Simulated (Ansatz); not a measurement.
Be:

```
Be
1.0
    -1.25312    1.25312    1.25312
     1.25312   -1.25312    1.25312
     1.25312    1.25312   -1.25312
Be
1
Direct
  0.00000 0.00000 0.00000
```

This isn't the form of Be at room conditions, which is hcp.

| Item | Value |
| --- | --- |
| Program | Ansatz 0.2.0 |
| Task | single point |
| Functional | PBE |
| Potentials or basis | all-electron LAPW, scalar-relativistic |
| Cutoff | 153 eV (chosen from the basis error) |
| Basis error allowed | 0.001 eV/atom |
| k mesh | 15 × 15 × 15 |
| Occupations | fermi-dirac, width 0.05 eV |
| Spin | no spin polarisation |

On this cell: pressure -0.9 GPa; band gap on the k mesh none (metal or under the smearing width).

The same run follows on a disturbed copy (cell strained at random at fixed volume):

```xyz
1
Lattice="-1.2609 1.2157 1.2638 1.2607 -1.2309 1.2788 1.2654 1.2354 -1.2790" Properties=species:S:1:pos:R:3 pbc="T T T"
Be   -0.0183    0.0001    0.0070
```

Q: What does the disturbed cell give?

A: The energy (extrapolated to zero smearing) moves by +3.1 meV/atom; pressure -0.8 GPa; band gap on the k mesh none (metal or under the smearing width).

Stress tensor (GPa, compression positive):
```
-1.65 -0.71  0.01
-0.71  1.58  2.39
 0.01  2.39 -2.20
```
